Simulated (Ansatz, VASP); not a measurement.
One calculation of Zn, two programs

```xyz
2
Lattice="2.6371 0.0000 0.0000 -1.3186 2.2838 0.0000 0.0000 0.0000 4.6608" Properties=species:S:1:pos:R:3 pbc="T T T"
Zn    0.0000    1.5225    1.1652
Zn    1.3186    0.7613    3.4956
```

Alike in both runs: task single point; functional PBEsol; k mesh 14 × 14 × 8; occupations fermi-dirac, width 0.1 eV; no spin polarisation.

|  | VASP | Ansatz |
| --- | --- | --- |
| version | VASP 6.6.1 | Ansatz 0.2.0 |
| potentials or method | VASP PAW PBE potentials, release 64 (Zn), cutoff 520 eV | all-electron LAPW, scalar-relativistic |

VASP gave:

- pressure (GPa): 0.5
- largest component of the traceless stress (GPa): 0.10

Task: Estimate Ansatz's values.

Result: Pressure (GPa): 0.0; largest component of the traceless stress (GPa): 0.00.

Ansatz ran all-electron here, so the differences hold the error of VASP's frozen core and of both bases. Ansatz warned: «optics_on_partly_filled_bands».

Caveats: the PAW data sets were made with another functional, which shifts forces and pressure a little (VASP).
